The row at 20.061 Å³ per atom looks wrong. In the rows just above and below it, the stress within silicon's atomic sheets is a little higher than the stress across them. Here the order is reversed: the stress across the sheets is 0.7 GPa and the stress within them only 0.1 GPa. Yet the pressure of this row falls neatly between those of its neighbours.

Strained cells of hexagonal silicon (P6₃/mmc, 4 atoms), computed with Ansatz 0.2.0 using HSE06, PAW potentials, a 420 eV plane-wave cutoff, a 6×6×4 k mesh and fixed occupations, without spin polarisation. The atoms were held at positions relaxed with r²SCAN. Pressure and stress are positive in compression, and z lies along c.

| volume (Å³/atom) | c/a | shortest distance (Å) | pressure (GPa) | stress xx (GPa) | stress zz (GPa) |
| --- | --- | --- | --- | --- | --- |
| 18.901 | 1.6547 | 2.303 | 7.000 | 7.000 | 6.900 |
| 19.545 | 1.6547 | 2.329 | 3.000 | 3.100 | 2.800 |
| 19.861 | 1.6547 | 2.341 | 1.300 | 1.400 | 1.100 |
| 20.061 | 1.6465 | 2.350 | 0.300 | 0.100 | 0.700 |
| 20.162 | 1.6548 | 2.353 | -0.200 | -0.100 | -0.500 |
| 20.334 | 1.6441 | 2.361 | -1.000 | -1.300 | -0.500 |
| 21.082 | 1.6547 | 2.387 | -4.200 | -4.000 | -4.500 |
| 22.031 | 1.6548 | 2.422 | -7.400 | -7.200 | -7.700 |

The crystal is hexagonal diamond, in which every silicon atom has four bonds. One bond runs along c, the axis perpendicular to the sheets, and the other three lie close to the sheets. Stress xx and stress yy act within the sheets, stress zz acts along c, and the pressure is the mean of the three. A positive value means that the cell would expand if it were released in that direction alone. The ratio c/a compares the height of the cell with its edge in the sheet.

That ratio explains the odd row. In six rows c/a stays at 1.655, so the cell changes in size but not in shape. At 20.061 and 20.334 it is smaller, and these are the two rows in which the stresses change order. The table therefore holds two effects, one of volume and one of shape.

### From 18.901 to 19.861: volume alone

The first three rows have the same shape, and their pressure falls from 7.0 to 1.3 GPa as the atoms move apart. Pressure is the energy released per unit of added volume, so it is the balance of whatever favours expansion and whatever opposes it. Kinetic energy favours expansion, because electrons with more room have longer wavelengths and move more slowly. The other terms together hold the crystal in. In these runs the largest inward part comes from the electrostatic energy of the ion cores in an even background of negative charge. Some of the other parts push outward, so the pull means the sum of them all.

The energy parts of these runs show how close the contest is. Between the first two rows the kinetic part pushes outward with 147 GPa and everything else pulls inward with 142 GPa. The pressure is the small remainder. The kinetic part meant here is that of the smooth valence waves used in the calculation, and another way of dividing the energy would give other sizes for push and pull.

The pressure falls because the push fades faster than the pull. From the first interval of the table to the last, the push loses 31 GPa and the pull only 20 GPa. Theory gives a reason for this order. If all lengths in a system of charges are stretched by the same factor, kinetic energy falls with the square of that factor and electrostatic energy only with its first power. Electrons in a real crystal don't stretch so evenly, so the rule supports the direction of the trend and not its size.

The stresses carry a warning of loose convergence, which matters most where they are small. The energies offer a separate test. Over the first interval the energy difference gives a pressure of 4.95 GPa, against 5.00 GPa for the mean of the two stress results. The main trend is safe, but differences of about 0.1 GPa shouldn't be given a cause.

### From 20.061 to 20.334: shape joins in

The row at 20.162 is the unstrained cell from which the others were made. To reach 20.061, only c was shortened, by 0.5%, while the sheets kept their size. Stress zz rises by 1.14 GPa and stress xx by only 0.19 GPa. That uneven response is enough to reverse their order.

Water in a cylinder is a useful comparison. Press on it from above and it pushes equally hard on the side walls, because a liquid at rest doesn't resist a change of shape. Silicon does: its bonds keep to preferred angles, and bending them costs energy. The network therefore bears much of a load along c itself and passes only a small part of it sideways.

In one respect the crystal does behave like the water: its pressure follows the volume and hardly notices the shape. The pressure at 20.061 lies within 0.01 GPa of a straight line drawn between the neighbouring rows of unchanged shape. In the liquid this happens because shape costs nothing. In the crystal it needs another reason, and the comparison ends there.

The reason lies in how the crystal answers a uniform squeeze. When all edges shrink by 0.5%, stress xx rises by 1.50 GPa and stress zz by 1.54 GPa, which is almost the same. A change of volume thus creates hardly any difference between the directions. That is expected of a network in which each atom has four bonds of nearly equal length, spread almost evenly around it. Elastic theory ties this to the reverse case, since both effects come from the same mixed derivative of the energy with respect to volume and shape. A small change of shape at fixed volume must then leave the pressure almost unchanged.

The row at 20.334 can now be estimated from its neighbours. Its sheets are stretched by 0.5% and c is shortened by 0.144%. To a close approximation, this equals a uniform expansion of 0.5% followed by a shortening of c by 0.644%, which is 1.29 times the shortening at 20.061. For small strains the stresses add, and a uniform expansion should undo what an equal squeeze does:

- change of stress xx: −1.50 + 1.29 × 0.19 ≈ −1.26 GPa
- change of stress zz: −1.54 + 1.29 × 1.14 ≈ −0.07 GPa

The calculation itself gives −1.19 and −0.03 GPa. Only the strains of the row at 20.334 enter the estimate, not its stresses; the stresses used are those at 19.861, 20.061 and 20.162. For stress xx the estimate is too strong by about 6% of the computed change. A crystal that is softer in expansion than in compression would produce an error in this direction, but the miss is too small for these stresses to settle the point.

The estimate also shows what happens in the cell. Stretching the sheets lowers the stress within them, which here means more tension. It would lower the stress along c as well, but the shortening of c puts nearly all of that back. So stress xx drops to −1.3 GPa while stress zz stays at −0.5 GPa, and the order is reversed again. The small change along c is no accident. When this cell was made, the sheets were stretched by a set amount and c was left free to adjust, as in a film that is stretched in its plane and becomes thinner.

The pressure changes sign in this part of the table. A straight line between 19.861 and 20.162 puts zero pressure at 20.12 Å³ per atom, for atoms at rest without thermal or zero-point motion. The directions are not quite in balance there, because the unstrained cell still has a stress xx about 0.4 GPa above its stress zz. Interpolating between it and the row at 20.061 makes the two equal at a c/a of about 1.651. HSE06 may thus prefer a slightly flatter cell, but this is tentative: the atoms were placed with another functional, r²SCAN, and small forces remain on them.

### From 21.082 to 22.031: pull wins, and the crystal softens

In the last two rows the original shape returns, and with it the usual order of the stresses. The pressure is now negative, which means that the crystal would shrink if released. Between these rows the push has fallen to 116 GPa and the pull to 122 GPa. The contest is the same as at the top of the table, with the other side ahead.

The crystal has also become softer. Its bulk modulus, the pressure needed per fractional loss of volume, is 118 GPa between the first two rows, about 100 GPa near zero pressure and 73 GPa between the last two. Near zero pressure, then, a volume loss of 1% costs about 1 GPa. Farther out the same fractional change costs less, and under compression it costs more.

The softening can also be read from the push and the pull. On the way from the first interval to zero pressure, the push falls by about 15 GPa for each added Å³ per atom and the pull by about 9. Beyond zero pressure the rates are about 12 and 8. Both forces level off as the atoms separate, but the push does so more, and the gap between the two rates shrinks. That gap is the rate at which the pressure falls. The rule for stretched charges points the same way, because the energy that falls with the higher power also has the rate that shrinks faster.

One small drift remains. In the six rows of unchanged shape, the lead of stress xx over stress zz grows from 0.14 GPa at the top of the table to 0.54 GPa at the bottom. The uniform squeeze above already hinted at it, with 1.50 against 1.54 GPa. One such difference is too small to trust, but the lead grows in each of the five steps between these rows. The drift is also slow, whereas the reversals at 20.061 and 20.334 come at once with a change of c/a.
